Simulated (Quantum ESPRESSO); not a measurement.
## HfO2 (Fm-3m): modes at Γ and the response to a field

Which modes does HfO2 (Fm-3m) have at the zone centre?

Calculated with Quantum ESPRESSO 7.5; DFT PBEsol, scalar-relativistic, plane waves, PseudoDojo norm-conserving pseudopotentials.

Most raw output is cut from this account.

## (1) Starting point

It takes space group Fm-3m (No. 225, cubic). The conventional cell has a = 5.115 Å, b = 5.115 Å, c = 5.115 Å, α = 90.00°, β = 90.00°, γ = 90.00°. Nearest to Hf lie 8 O at 2.21 Å. Nearest to O lie 4 Hf at 2.21 Å. Farther neighbours and most contacts between anions are not listed.

## (2) A probe with smearing

Before anything dear is run, a loose run with smearing shows whether this is a metal and how far the cell is from rest.

probe.in reads:

```
&control
   calculation = 'scf'
   prefix = 'x'
   outdir = './tmp'
   pseudo_dir = './pseudo'
   tprnfor = .true.
   tstress = .true.
   verbosity = 'high'
/
&system
   ibrav = 2
   celldm(1) = 9.66594913
   nat = 3
   ntyp = 2
   ecutwfc = 92.0
   occupations = 'smearing'
   smearing = 'gaussian'
   degauss = 0.01
/
&electrons
   conv_thr = 1.0d-07
   mixing_beta = 0.7
   electron_maxstep = 100
/
ATOMIC_SPECIES
 Hf    178.4900  Hf.upf
 O      15.9990  O.upf
ATOMIC_POSITIONS crystal
 Hf     0.000000000   0.000000000   0.000000000
 O      0.750000000   0.750000000   0.750000000
 O      0.250000000   0.250000000   0.250000000
K_POINTS automatic
 6 6 6 0 0 0
```

On the command line:

```console
$ OMP_NUM_THREADS=1 mpirun -n 4 pw.x -nk 4 -in probe.in > probe.out
```

Wall time 6.3 s (4 MPI ranks of Arm Neoverse V1, shared host); 25 s of CPU time.

Read from the output:

```
volume per atom   : 11.15 Å³
pressure          : -13.17 GPa
gap on the k-mesh : 3.641 eV
```

A gap of 3.6 eV opens on this mesh, so the crystal is taken as an insulator; the start stands at -13 GPa.

## (3) Relaxing the cell and atoms

The relaxation runs at a cutoff a fifth above that of the response, since stress converges more slowly with the basis than frequencies do. Forces and stress are brought to rest with tight thresholds.

relax.in reads:

```
&control
   calculation = 'vc-relax'
   prefix = 'x'
   outdir = './tmp'
   pseudo_dir = './pseudo'
   tprnfor = .true.
   tstress = .true.
   forc_conv_thr = 2.0d-05
   etot_conv_thr = 1.0d-07
   nstep = 40
/
&system
   ibrav = 2
   celldm(1) = 9.66594913
   nat = 3
   ntyp = 2
   ecutwfc = 110
   occupations = 'fixed'
   nbnd = 14
/
&electrons
   conv_thr = 1.0d-11
   mixing_beta = 0.7
   electron_maxstep = 100
/
&ions
/
&cell
   press_conv_thr = 0.2
/
ATOMIC_SPECIES
 Hf    178.4900  Hf.upf
 O      15.9990  O.upf
ATOMIC_POSITIONS crystal
 Hf     0.000000000   0.000000000   0.000000000
 O      0.750000000   0.750000000   0.750000000
 O      0.250000000   0.250000000   0.250000000
K_POINTS automatic
 8 8 8 0 0 0
```

On the command line:

```console
$ OMP_NUM_THREADS=1 mpirun -n 4 pw.x -nk 4 -in relax.in > relax.out
```

Wall time 77 s (4 MPI ranks).

Step by step:

```tsv
step	energy less that of the first step (eV)	largest force (eV/Å)	pressure (GPa)	volume (Å³)
1	0.0000	0.0000	-13.18	33.46
2	-0.0732	0.0000	3.51	31.26
3	-0.0775	0.0000	-0.32	31.70
4	-0.0776	0.0000	-0.01	31.66
5	-0.0776	0.0000	0.00	31.66
6	-0.0775	0.0000	0.00	31.66
```

```tsv
conventional cell, symmetrised	before	after	change
a (Å)	5.115	5.022	-1.8 %
b (Å)	5.115	5.022	-1.8 %
c (Å)	5.115	5.022	-1.8 %
volume (Å³/atom)	11.15	10.55	-5.4 %
```

Final coordinates:

```xyz
3
Lattice="-2.5109 0.0000 2.5109 0.0000 2.5109 2.5109 -2.5109 2.5109 0.0000" Properties=species:S:1:pos:R:3 pbc="T T T"
Hf    0.0000    0.0000    0.0000
O    -3.7663    3.7663    3.7663
O    -1.2554    1.2554    1.2554
```

The last row of the table of steps is pw.x's closing run on a basis chosen anew for the final cell, so its energy can jump.

Read from the output:

| Quantity | Value |
| --- | --- |
| volume per atom | 10.55 Å³ |
| pressure | 0.003000 GPa |
| gap on the k-mesh | 3.782 eV |

The volume changes by -5.4 % from the cell with which this run began.

## (4) Ground state

The response is built on this ground state, so it is converged far tighter than an energy would need. With a gap, occupations are fixed, which also allows the response to an electric field.

scf.in reads:

```
&control
   calculation = 'scf'
   prefix = 'x'
   outdir = './tmp'
   pseudo_dir = './pseudo'
   tprnfor = .true.
   tstress = .true.
/
&system
   ibrav = 2
   celldm(1) = 9.48964512
   nat = 3
   ntyp = 2
   ecutwfc = 92.0
   occupations = 'fixed'
   nbnd = 14
/
&electrons
   conv_thr = 1.0d-12
   mixing_beta = 0.7
   electron_maxstep = 100
/
ATOMIC_SPECIES
 Hf    178.4900  Hf.upf
 O      15.9990  O.upf
ATOMIC_POSITIONS crystal
 Hf     0.000000000   0.000000000   0.000000000
 O      0.750000000   0.750000000   0.750000000
 O      0.250000000   0.250000000   0.250000000
K_POINTS automatic
 8 8 8 0 0 0
```

On the command line:

```console
$ OMP_NUM_THREADS=1 mpirun -n 4 pw.x -nk 4 -in scf.in > scf.out
```

Run time: 21 s. Hardware: 4 MPI ranks.

Read from the output:

```
pressure : -0.001 GPa
```

The cell stands at -0.001 GPa, close enough for phonons.

## (5) Zone-centre response

At q = 0 one unit cell holds all displacements; symmetry groups them into irreducible representations that are solved one by one. The response to a field gives ε∞ and the Born charges, which polar modes need.

ph.in reads:

```
phonons
&inputph
   prefix = 'x'
   outdir = './tmp'
   fildyn = 'g.dyn'
   tr2_ph = 1.0d-18
   epsil = .true.
/
0.000000000000 0.000000000000 0.000000000000
```

On the command line:

```console
$ OMP_NUM_THREADS=1 mpirun -n 4 ph.x -nk 4 -in ph.in > ph.out
```

Run time: 5 min. Hardware: 4 MPI ranks.

This step gave:

| Property | Result |
| --- | --- |
| miss of the charge sum rule | 5.00e-4 e |
| largest acoustic frequency at the zone centre before the sum rule | -1.82 cm⁻¹ |
| highest optical zone-centre mode (no LO-TO term) | 585.7 cm⁻¹ |
| lowest optical zone-centre mode | 236.9 cm⁻¹ |
| mean high-frequency dielectric constant | 5.229 |
| largest Born charge in size (third of the trace) | 5.519 e |

Born charge (rows field, columns displacement), before the sum rule (e), principal values of the symmetric part by kind of site:

```tsv
atom	atoms with these values	low	middle	high	mean
Hf1	1	5.52	5.52	5.52	5.52
O2	2	-2.76	-2.76	-2.76	-2.76
```

In full for Hf1:

```
5.52 0.00 0.00
0.00 5.52 0.00
0.00 0.00 5.52
```

High-frequency dielectric tensor:

```
5.23 0.00 0.00
0.00 5.23 0.00
0.00 0.00 5.23
```

The acoustic modes at Γ come out as far as 1.8 cm⁻¹ from zero, where they should vanish, a small numerical error; the Born charges miss their sum rule by 5.0e-4 e, which is good.

## (6) Modes with the sum rule

A rigid shift of the crystal must cost nothing, but grids and finite bases break this; the acoustic sum rule is imposed before the matrix is diagonalised again. With Born charges the intensities follow, and the static dielectric tensor.

dynmat.in reads:

```
&input
   fildyn = 'g.dyn'
   asr = 'simple'
   fileig = 'dynmat.eig'
   lperm = .true.
/
```

On the command line:

```console
$ dynmat.x -in dynmat.in > dynmat.out
```

Wall time 0.45 s (1 thread).

Numbers from this step:

| Property | Result |
| --- | --- |
| mean static dielectric constant | 36.31 |

Unit eigenvectors of the mass-weighted matrix after the sum rule; no LO-TO term. The modes at Γ (shares of kinetic energy by element, %):

```tsv
mode	frequency (cm⁻¹)	symmetry	Hf %	O %
1	0.0	acoustic	85	15
2	0.0	acoustic	85	15
3	0.0	acoustic	85	15
4	236.9	T1u	15	85
5	236.9	T1u	15	85
6	236.9	T1u	15	85
7	585.7	T2g	0	100
8	585.7	T2g	0	100
9	585.7	T2g	0	100
```

Displacements in mode 4 (236.9 cm⁻¹), the largest set to 1:
```
Hf1  0.04 -0.15 -0.18
O2  -0.24  0.82  1.00
O3  -0.24  0.82  1.00
```

Displacements in mode 8 (585.7 cm⁻¹), the largest set to 1:
```
Hf1  0.00  0.00  0.00
O2   0.00  0.00  1.00
O3   0.00  0.00 -1.00
```

Degenerate modes summed, no LO-TO term. Infrared lines, with heights relative to the strongest:

```tsv
position (cm⁻¹)	lines merged	label	IR intensity, relative
237	3	T1u	100
586	3	T2g	0.0
```

Static dielectric tensor (ions relaxed, fixed cell):

```
36.31  0.00  0.00
 0.00 36.31  0.00
 0.00  0.00 36.31
```

The rule moves no optical mode by more than 0.1 cm⁻¹.

## (7) Check by a frozen phonon

The atoms are moved along one mode, by 0.015 Å at most in any Cartesian component, and the restoring forces give its frequency without the response code: a check of the response kernel of this functional.

frozen.in reads:

```
&control
   calculation = 'scf'
   prefix = 'x'
   outdir = './tmp'
   pseudo_dir = './pseudo'
   tprnfor = .true.
/
&system
   ibrav = 2
   celldm(1) = 9.48964512
   nat = 3
   ntyp = 2
   ecutwfc = 92.0
   occupations = 'fixed'
   nbnd = 14
/
&electrons
   conv_thr = 1.0d-11
   mixing_beta = 0.7
   electron_maxstep = 100
/
ATOMIC_SPECIES
 Hf    178.4900  Hf.upf
 O      15.9990  O.upf
ATOMIC_POSITIONS crystal
 Hf     0.000000000   0.000000000   0.000000000
 O      0.746890779   0.753109221   0.747135153
 O      0.253109221   0.246890779   0.252864847
K_POINTS automatic
 8 8 8 0 0 0
```

On the command line:

```console
$ OMP_NUM_THREADS=1 mpirun -n 4 pw.x -nk 4 -in frozen.in > frozen.out
```

It took 2.5 min on 4 MPI ranks; 10 min of CPU time.

Numbers from this step:

* gap on the k-mesh: 3.778 eV
* frequency from the forces: 586 cm⁻¹
* frequency from linear response: 585.7 cm⁻¹

The forces give 586.0 cm⁻¹ against 585.7 cm⁻¹ from linear response after the sum rule.

## (8) Check by a frozen phonon

frozen.in, as its differences from that of step 7:

```diff
@@ -25,5 +25,5 @@
 ATOMIC_POSITIONS crystal
- Hf     0.000000000   0.000000000   0.000000000
- O      0.746890779   0.753109221   0.747135153
- O      0.253109221   0.246890779   0.252864847
+ Hf    -0.000227589  -0.000843396  -0.000031945
+ O      0.751269565   0.754704503   0.750178438
+ O      0.251269565   0.254704503   0.250178438
 K_POINTS automatic
```

Elapsed: 2.2 min, on 4 MPI ranks; 8.9 min of CPU time.

Read from the output:

```
gap on the k-mesh              : 3.782 eV
frequency from the forces      : 237.6 cm⁻¹
frequency from linear response : 236.9 cm⁻¹
```

The forces give 237.6 cm⁻¹ against 236.9 cm⁻¹ from linear response after the sum rule.

## (9) The LO-TO splitting (1 0 0)

A longitudinal polar mode sets up a macroscopic field that stiffens it; the term hangs on the direction from which q goes to zero.

dynmat.in reads:

```
&input
   fildyn = 'g.dyn'
   asr = 'simple'
   fileig = 'dynmat.eig'
   q(1) = 1.0
   q(2) = 0.0
   q(3) = 0.0
/
```

On the command line:

```console
$ dynmat.x -in dynmat.in > dynmat.out
```

Run time: 0.45 s. Hardware: 1 thread.

Numbers from this step:

```yaml
highest_mode_moved_by_the_lo_to_term: 624.3 cm⁻¹
```

Zone-centre frequencies as printed; negative means imaginary. Modes:

```tsv
mode	frequency (cm⁻¹)
1	0
2	0
3	0
4	236.9
5	236.9
6	585.7
7	585.7
8	585.7
9	624.3
```

The field moves one mode, from 237 to 624 cm⁻¹; the others stay.

## (10) Summary of results

```yaml
space_group_after_relaxation: Fm-3m
volume_per_atom: 10.6 Å³
gap_on_the_k_mesh: 3.78 eV
highest_optical_zone_centre_mode_no_lo_to_term: 585.7 cm⁻¹
lowest_optical_zone_centre_mode: 236.9 cm⁻¹
highest_mode_moved_by_the_lo_to_term: 624.3 cm⁻¹
mean_high_frequency_dielectric_constant: 5.23
largest_born_charge_in_size_third_of_the_trace: 5.52 e
mean_static_dielectric_constant: 36.3
imaginary_optical_modes_at_the_zone_centre_no_q_mesh_in_this_session: none
```

At the PBEsol level the optical modes of HfO2 (Fm-3m) at the zone centre (no LO-TO term) run from 237 to 586 cm⁻¹. Along the directions run, the highest mode that the macroscopic field moves lies at 624 cm⁻¹. Lattice motion raises the mean dielectric constant from 5.229 to 36.31. The Born charge of Hf is 5.519 e against a formal charge of +4: displacements drive charge along the bonds, a mark of mixed ionic and covalent bonding and of large LO-TO splittings. Of the 6 optical modes, 3 are infrared active alone and 3 are Raman active alone; inversion symmetry keeps the two sets apart. These are harmonic frequencies at zero temperature: anharmonic shifts and linewidths and thermal expansion are left out. Spin-orbit coupling is left out, which can matter for the heavy elements here.

[Host names and launcher messages were left out of these logs when they were recorded.]

[Logs are printed without paths, hosts, clocks, repeated set-up lines and the standing remarks that a program may print on its own settings, such as how far it seeks lower states.]

[Hosts, paths, dates, database ids (printed as entryN), source tags and the programs' standing remarks are cut or masked in the printed files.]
